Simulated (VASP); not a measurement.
# ZrC (Fm-3m) in VASP: notebook, part 3 of 3

VASP 6.6.1. The steps go on from the part before.

### 6 Phonons, PBEsol

File POSCAR:

```
ZrC
1.0
    0.0000000000      2.3650000000      2.3650000000
    2.3650000000      0.0000000000      2.3650000000
    2.3650000000      2.3650000000      0.0000000000
Zr C
1 1
Direct
    0.5000000000      0.5000000000      0.5000000000
    0.0000000000      0.0000000000      0.0000000000
```

File INCAR.step1:

```
  PREC = Accurate
  ENCUT = 600
  EDIFF = 1E-8
  ISMEAR = 0
  SIGMA = 0.02
  LREAL = False
  LASPH = True
  NELM = 100
  ALGO = Fast
  ISIF = 3
  LWAVE = False
  LCHARG = False
  GGA = PS
  IBRION = 2
  NSW = 40
  EDIFFG = -0.002
```

File INCAR.step2:

```
  PREC = Accurate
  ENCUT = 600
  EDIFF = 1E-8
  ISMEAR = 0
  SIGMA = 0.02
  LREAL = False
  LASPH = True
  NELM = 100
  ALGO = Fast
  ISIF = 2
  LWAVE = False
  LCHARG = False
  GGA = PS
  IBRION = 6
  NFREE = 2
  POTIM = 0.015
  NSW = 1
```

File KPOINTS:

```
regular mesh
0
Gamma
  7 7 7
```

Potentials or basis: VASP PAW PBE potentials, release 64 (Zr_sv, C).

On the command line:

```console
cat potpaw_PBE.64/Zr_sv/POTCAR potpaw_PBE.64/C/POTCAR > POTCAR
cp INCAR.step1 INCAR
mpirun -np 1 vasp_std > vasp.out
cp CONTCAR POSCAR
cp INCAR.step2 INCAR
mpirun -np 1 vasp_std > vasp.out
```

OUTCAR:

```text
PREC = Accurate
   ENCUT = 600
   EDIFF = 1E-8
   ISMEAR = 0
   LREAL = False
   LASPH = True
   NELM = 100
   ISIF = 2
   GGA = PS
   IBRION = 6
   NFREE = 2
   POTIM = 0.015
   NSW = 1

 ion  position               nearest neighbor table
   1  0.500  0.500  0.500-   2 2.34   2 2.34   2 2.34   2 2.34   2 2.34   2 2.34
   2  0.000  0.000  0.000-   1 2.34   1 2.34   1 2.34   1 2.34   1 2.34   1 2.34

  LATTYP: Found a face centered cubic cell.
 ALAT       =     4.6705265144

  Lattice vectors:

 A1 = (   0.0000000000,   2.3352632572,   2.3352632572)
 A2 = (   2.3352632572,   0.0000000000,   2.3352632572)
 A3 = (   2.3352632572,   2.3352632572,   0.0000000000)

Analysis of symmetry for initial positions (statically):
=====================================================================
[... 700 lines left out ...]
  Total        0.0109460      0.0023476      0.0023476      0.0000000     -0.0000000      0.0000000
  in kB        0.6885394      0.1476731      0.1476731      0.0000000     -0.0000000      0.0000000
  external PRESSURE =       0.3279619 kB  Pullay stress =       0.0000000 kB
[... 17 lines left out ...]
  FREE ENERGIE OF THE ION-ELECTRON SYSTEM (eV)
  ---------------------------------------------------
  free  energy   TOTEN  =       -20.5674747638 eV

  energy  without entropy=      -20.5671646539  energy(sigma->0) =      -20.56731971

 INTERNAL STRAIN TENSORS FROM DISPLACED ATOMS
 ============================================

 INTERNAL STRAIN TENSOR FOR ION    1 for displacements in x,y,z  (eV/Angst):
          X           Y           Z          XY          YZ          ZX
  --------------------------------------------------------------------------------
  x     0.00000     0.00000     0.00000     0.00000     0.00000     0.00000
  y     0.00000     0.00000     0.00000     0.00000     0.00000     0.00000
  z     0.00000     0.00000     0.00000     0.00000     0.00000     0.00000

 INTERNAL STRAIN TENSOR FOR ION    2 for displacements in x,y,z  (eV/Angst):
          X           Y           Z          XY          YZ          ZX
  --------------------------------------------------------------------------------
  x     0.00000     0.00000     0.00000     0.00000     0.00000     0.00000
  y     0.00000     0.00000     0.00000     0.00000     0.00000     0.00000
  z     0.00000     0.00000     0.00000     0.00000     0.00000     0.00000

 Eigenvectors and eigenvalues of the dynamical matrix
 ----------------------------------------------------

   1 f  =   12.338314 THz    77.523916 2PiTHz  411.561868 cm-1    51.027145 meV
             X         Y         Z           dx          dy          dz
      2.335263  2.335263  2.335263     0.000000   -0.341401    0.000000
      0.000000  0.000000  0.000000     0.000000    0.939918    0.000000
[... 21 lines left out ...]
   6 f/i=    0.004005 THz     0.025165 2PiTHz    0.133594 cm-1     0.016564 meV
             X         Y         Z           dx          dy          dz
      2.335263  2.335263  2.335263    -0.019195    0.016389   -0.939579
      0.000000  0.000000  0.000000    -0.006972    0.005953   -0.341278

 ELASTIC MODULI CONTR FROM IONIC RELAXATION (kBar)
 Direction    XX          YY          ZZ          XY          YZ          ZX
 --------------------------------------------------------------------------------
 XX           0.0000      0.0000      0.0000      0.0000      0.0000      0.0000
 YY           0.0000      0.0000      0.0000      0.0000      0.0000      0.0000
 ZZ           0.0000      0.0000      0.0000      0.0000      0.0000      0.0000
 XY           0.0000      0.0000      0.0000      0.0000      0.0000      0.0000
 YZ           0.0000      0.0000      0.0000      0.0000      0.0000      0.0000
 ZX           0.0000      0.0000      0.0000      0.0000      0.0000      0.0000
 --------------------------------------------------------------------------------
```

OSZICAR.step1:

```text
N       E                     dE             d eps       ncg     rms          rms(c)
DAV:   1     0.121395942238E+03    0.12140E+03   -0.97599E+03   480   0.151E+03
DAV:   2    -0.159152574034E+02   -0.13731E+03   -0.12919E+03   548   0.353E+02
DAV:   3    -0.236139412782E+02   -0.76987E+01   -0.76064E+01   828   0.776E+01
[... 97 lines left out ...]
RMM:  10    -0.205691412387E+02   -0.39875E-07   -0.21111E-08   381   0.189E-03    0.380E-03
RMM:  11    -0.205691413261E+02   -0.87482E-07   -0.65603E-08   463   0.307E-03    0.221E-03
RMM:  12    -0.205691414002E+02   -0.74013E-07   -0.76860E-08   428   0.290E-03    0.114E-03
RMM:  13    -0.205691414178E+02   -0.17686E-07   -0.16817E-08   325   0.183E-03    0.476E-04
RMM:  14    -0.205691414214E+02   -0.35802E-08    0.41651E-09   289   0.104E-03
   4 F= -.20569141E+02 E0= -.20568984E+02  d E =-.263567E-01
```

Wall time 4.2 min (1 thread of Intel Xeon Platinum 8375C at 2.90GHz (Ice Lake), shared host); peak memory 0.17 GiB.

What came out:

| Quantity | Value |
| --- | --- |
| Relaxed volume | 12.74 Å³/atom |
| Relaxed cell | a = 3.303 Å, b = 3.303 Å, c = 3.303 Å, α = 60.00°, β = 60.00°, γ = 60.00° |
| Space group after relaxing (to 0.05 Å) | Fm-3m (No. 225) |
| Highest phonon frequency at Γ, LO-TO splitting left out | 412 cm⁻¹ |

The path:
| step | energy change (eV) | largest force (eV/Å) | pressure (GPa) | volume (Å³) |
| --- | --- | --- | --- | --- |
| 1 | 0.0000 | 0.0000 | -8.31 | 26.46 |
| 2 | 0.0517 | 0.0000 | 16.95 | 23.92 |
| 3 | -0.0263 | 0.0000 | -0.16 | 25.49 |
| 4 | -0.0264 | 0.0000 | 0.02 | 25.47 |

Final structure:
```
Zr C
1.0
     0.00000    2.33526    2.33526
     2.33526    0.00000    2.33526
     2.33526    2.33526    0.00000
Zr C
1 1
Direct
  0.50000 0.50000 0.50000
  0.00000 0.00000 0.00000
```

Phonon frequencies in cm⁻¹ (negative: imaginary):
```tsv
q point	frequencies
(0.000, 0.000, 0.000)	0 0 0 412 412 412
```

Caveat: the PAW data sets were made with another functional, which shifts forces and pressure a little.

### 7 For comparison

An earlier run on the cell as given: functional PBE; potentials or basis VASP PAW PBE potentials, release 64 (Zr_sv, C); cutoff 520 eV; k mesh 10 × 10 × 10; occupations fermi-dirac, width 0.05 eV; no spin polarisation.

- Pressure: -2.7 GPa
- Band gap on the k mesh: none (metal or under the smearing width)

### 8 Overview

```tsv
task	level	cell	k mesh	cutoff (eV)	smearing	k mesh for the DOS	occupations for the DOS	gap on the mesh (eV)	pressure (GPa)
optical spectrum	PBEsol	as given	10 × 10 × 10	520	gaussian 0.02 eV	-	-	none	-8.2
density of states	PBEsol	as given	10 × 10 × 10	520	gaussian 0.02 eV	15 × 15 × 15	tetrahedron	-	-
electric field gradients	PBEsol	as given	10 × 10 × 10	520	gaussian 0.02 eV	-	-	none	-8.2
core levels	PBEsol	as given	10 × 10 × 10	520	gaussian 0.02 eV	-	-	none	-8.2
phonons	PBEsol	relaxed	7 × 7 × 7	600	gaussian 0.02 eV	-	-	-	-
single point	PBE	as given	10 × 10 × 10	520	fermi-dirac 0.05 eV	-	-	none	-2.7
```

Alike in all rows: potentials or basis VASP PAW PBE potentials, release 64 (Zr_sv, C); no spin polarisation.

Every run on the cell as given and a fine mesh finds a metal. The pressure there spans -8.2 GPa (PBEsol) to -2.7 GPa (PBE); a positive pressure means that this level wants a larger cell, a negative one a smaller.

Caveats: the PAW data sets were made with another functional, which shifts forces and pressure a little (some runs); spectra need much finer meshes, so this one isn't converged (some runs); independent-particle spectra lack excitons (some runs); the intraband (Drude) part of a metal's response may be missing (some runs).

Total energies depend on the potentials used, so only differences within one code and one set of settings carry meaning.
